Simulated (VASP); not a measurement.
# KBr (Fm-3m) in VASP: further runs, part 2 of 2

VASP 6.6.1.

**3. Single point, HSE(alpha, omega)**

Input file POSCAR:

```
KBr
1.0
    0.0000000000      3.3000000000      3.3000000000
    3.3000000000      0.0000000000      3.3000000000
    3.3000000000      3.3000000000      0.0000000000
Br K
1 1
Direct
    0.5000000000      0.5000000000      0.5000000000
    0.0000000000      0.0000000000      0.0000000000
```

Input file INCAR.step1:

```
SYSTEM = KBr
PREC     = Accurate       ! precision mode
ENCUT    = 520            ! plane-wave cutoff, eV
EDIFF    = 1E-5           ! SCF threshold, eV
ISMEAR   = -1             ! smearing method
SIGMA    = 0.05           ! smearing width, eV
LREAL    = .False.        ! projectors in reciprocal space
LASPH    = .True.         ! aspherical terms in the spheres
NELM     = 100            ! most SCF steps
ALGO     = Normal         ! electronic algorithm
ISIF     = 2              ! what is computed and relaxed
LWAVE    = .True.         ! write WAVECAR
NBANDS   = 15             ! bands
GGA      = PE             ! functional
```

Input file INCAR.step2:

```
SYSTEM = KBr
PREC     = Accurate       ! precision mode
ENCUT    = 520            ! plane-wave cutoff, eV
EDIFF    = 1E-7           ! SCF threshold, eV
ISMEAR   = -1             ! smearing method
SIGMA    = 0.05           ! smearing width, eV
LREAL    = .False.        ! projectors in reciprocal space
LASPH    = .True.         ! aspherical terms in the spheres
NELM     = 100            ! most SCF steps
ALGO     = Normal         ! electronic algorithm
ISIF     = 2              ! what is computed and relaxed
LWAVE    = .False.        ! write WAVECAR
LCHARG   = .False.        ! write CHGCAR
GGA      = PE             ! functional
LHFCALC  = .True.         ! exact exchange
HFSCREEN = 0.1            ! screening, 1/A
AEXX     = 0.25           ! exact-exchange fraction
PRECFOCK = Fast         
NBANDS   = 15             ! bands
ISTART   = 1
```

Input file KPOINTS:

```
Automatic mesh
0
Gamma
  4 4 4
  0 0 0
```

Potentials or basis: VASP PAW PBE potentials, release 64 (Br, K_sv).

The run is started by

```
> cat potpaw_PBE.64/Br/POTCAR potpaw_PBE.64/K_sv/POTCAR > POTCAR
> cp INCAR.step1 INCAR
> mpirun -np 1 vasp_std > vasp.out
> cp INCAR.step2 INCAR
> mpirun -np 1 vasp_std > vasp.out
```

It took 3.1 min on 1 thread of Intel Xeon Platinum 8488C (Sapphire Rapids), shared host; peak memory 0.31 GiB.

The run converged. Its results:

```yaml
Free_energy: -7.4155 eV
Pressure: 0.4 GPa
Band_gap_on_the_k_mesh: 5.95 eV, direct
```

Levels at points of the mesh, in eV from the valence-band top:
```
           k point  band 4  band 5  band 6  band 7  band 8  band 9  band 10  band 11  band 12  band 13
(0.00, 0.00, 0.00)  -12.11  -12.11    0.00    0.00    0.00    5.95     9.34     9.34     9.34    10.30
(0.50, 0.00, 0.00)  -12.11  -11.85   -1.25   -0.35   -0.35    8.10     9.96    11.76    11.76    11.78
(0.50, 0.50, 0.00)  -12.15  -12.15   -0.88   -0.31   -0.31    7.43     8.86    11.14    11.37    11.70
```

Caveat: the PAW data sets were made with another functional, which shifts forces and pressure a little.

**4. Single point, HSE(alpha, omega)**

POSCAR is that of step 3.

INCAR.step1 is that of step 3.

INCAR.step2: that of step 3 with these lines changed.

```diff
@@ -15,3 +15,3 @@
 LHFCALC  = .True.         ! exact exchange
-HFSCREEN = 0.1            ! screening, 1/A
+HFSCREEN = 0.15           ! screening, 1/A
 AEXX     = 0.25           ! exact-exchange fraction
```

KPOINTS is that of step 3.

The run is started by

```
> cat potpaw_PBE.64/Br/POTCAR potpaw_PBE.64/K_sv/POTCAR > POTCAR
> cp INCAR.step1 INCAR
> mpirun -np 1 vasp_std > vasp.out
> cp INCAR.step2 INCAR
> mpirun -np 1 vasp_std > vasp.out
```

Wall time 2.6 min (1 thread of Intel Xeon Platinum 8488C (Sapphire Rapids), shared host); peak memory 0.3 GiB.

The run converged. Its results:

| Property | Result |
| --- | --- |
| Free energy | -7.2920 eV |
| Pressure | 0.5 GPa |
| Band gap on the k mesh | 5.77 eV, direct |

Levels at points of the mesh, in eV from the valence-band top:
```tsv
k point	band 5	band 6	band 7	band 8	band 9	band 10	band 11	band 12
(0.00, 0.00, 0.00)	-12.11	0.00	0.00	0.00	5.77	9.16	9.16	9.16
(0.50, 0.00, 0.00)	-11.84	-1.25	-0.35	-0.35	7.92	9.78	11.57	11.57
(0.50, 0.50, 0.00)	-12.14	-0.88	-0.31	-0.31	7.25	8.68	10.97	11.18
```

Caveat: the PAW data sets were made with another functional, which shifts forces and pressure a little.

**5. Single point, HSE(alpha, omega)**

POSCAR is that of step 4.

INCAR.step1 is that of step 4.

INCAR.step2: that of step 4 with these lines changed.

```diff
@@ -15,3 +15,3 @@
 LHFCALC  = .True.         ! exact exchange
-HFSCREEN = 0.15           ! screening, 1/A
+HFSCREEN = 0.2            ! screening, 1/A
 AEXX     = 0.25           ! exact-exchange fraction
```

KPOINTS is that of step 4.

The run is started by

```
> cat potpaw_PBE.64/Br/POTCAR potpaw_PBE.64/K_sv/POTCAR > POTCAR
> cp INCAR.step1 INCAR
> mpirun -np 1 vasp_std > vasp.out
> cp INCAR.step2 INCAR
> mpirun -np 1 vasp_std > vasp.out
```

Run time: 3.1 min. Hardware: 1 thread of Intel Xeon Platinum 8488C (Sapphire Rapids), shared host; peak memory 0.31 GiB.

It converged, with:

| Quantity | Value |
| --- | --- |
| Free energy | -7.1846 eV |
| Pressure | 0.5 GPa |
| Band gap on the k mesh | 5.62 eV, direct |

Levels at points of the mesh, in eV from the valence-band top:
```csv
k point,band 6,band 7,band 8,band 9,band 10,band 11
"(0.00, 0.00, 0.00)",0.00,0.00,0.00,5.62,8.99,8.99
"(0.50, 0.00, 0.00)",-1.23,-0.34,-0.34,7.77,9.62,11.40
"(0.50, 0.50, 0.00)",-0.87,-0.31,-0.31,7.09,8.51,10.80
```

Caveat: the PAW data sets were made with another functional, which shifts forces and pressure a little.

**6. Single point, HSE(alpha, omega)**

POSCAR is that of step 5.

INCAR.step1 is that of step 5.

INCAR.step2: that of step 5 with these lines changed.

```diff
@@ -15,3 +15,3 @@
 LHFCALC  = .True.         ! exact exchange
-HFSCREEN = 0.2            ! screening, 1/A
+HFSCREEN = 0.3            ! screening, 1/A
 AEXX     = 0.25           ! exact-exchange fraction
```

KPOINTS is that of step 5.

Potentials or basis: VASP PAW PBE potentials, release 64 (Br, K_sv).

The run is started by

```
> cat potpaw_PBE.64/Br/POTCAR potpaw_PBE.64/K_sv/POTCAR > POTCAR
> cp INCAR.step1 INCAR
> mpirun -np 1 vasp_std > vasp.out
> cp INCAR.step2 INCAR
> mpirun -np 1 vasp_std > vasp.out
```

Run time: 2.4 min. Hardware: 1 thread of Intel Xeon Platinum 8488C (Sapphire Rapids), shared host; peak memory 0.3 GiB.

It converged, with:

| Quantity | Value |
| --- | --- |
| Free energy | -7.0018 eV |
| Pressure | 0.5 GPa |
| Band gap on the k mesh | 5.37 eV, direct |

Levels at points of the mesh, in eV from the valence-band top:
```
           k point  band 6  band 7  band 8  band 9  band 10  band 11
(0.00, 0.00, 0.00)    0.00    0.00    0.00    5.37     8.71     8.71
(0.50, 0.00, 0.00)   -1.21   -0.34   -0.34    7.51     9.33    11.11
(0.50, 0.50, 0.00)   -0.85   -0.30   -0.30    6.83     8.24    10.53
```

Caveat: the PAW data sets were made with another functional, which shifts forces and pressure a little.

**7. The reference run**

An earlier run on the cell as given: functional PBE; potentials or basis VASP PAW PBE potentials, release 64 (Br, K_sv); cutoff 520 eV; k mesh 7 × 7 × 7; occupations fermi-dirac, width 0.05 eV; no spin polarisation.

- Pressure: 0.8 GPa
- Band gap on the k mesh: 4.43 eV, direct

**8. Summary**

```csv
task,level,cell,k mesh,cutoff (eV),screening parameter,grid for exact exchange (PRECFOCK),gap on the mesh (eV),pressure (GPa)
relaxation of cell and atoms,rev-vdW-DF2,relaxed,7 × 7 × 7,600,-,-,4.28,0.0
single point,"HSE(alpha, omega)",as given,4 × 4 × 4,520,0.1,Fast,5.95,0.4
single point,"HSE(alpha, omega)",as given,4 × 4 × 4,520,0.15,Fast,5.77,0.5
single point,"HSE(alpha, omega)",as given,4 × 4 × 4,520,0.2,Fast,5.62,0.5
single point,"HSE(alpha, omega)",as given,4 × 4 × 4,520,0.3,Fast,5.37,0.5
single point,PBE,as given,7 × 7 × 7,520,-,-,4.43,0.8
```

Alike in all rows: potentials or basis VASP PAW PBE potentials, release 64 (Br, K_sv); no spin polarisation; smearing fermi-dirac 0.05 eV.

On the cell as given the gap runs from 4.43 eV (PBE) to 5.95 eV (HSE(alpha, omega)); the meshes differ, which moves gaps too. The pressure there spans 0.4 GPa (HSE(alpha, omega)) to 0.8 GPa (PBE); a positive pressure means that this level wants a larger cell, a negative one a smaller.

Caveats: the PAW data sets were made with another functional, which shifts forces and pressure a little (some runs); an odd mesh through Γ misses points on the zone boundary, where band edges often lie (some runs).

Absolute energies hang on the potentials; compare differences alone.
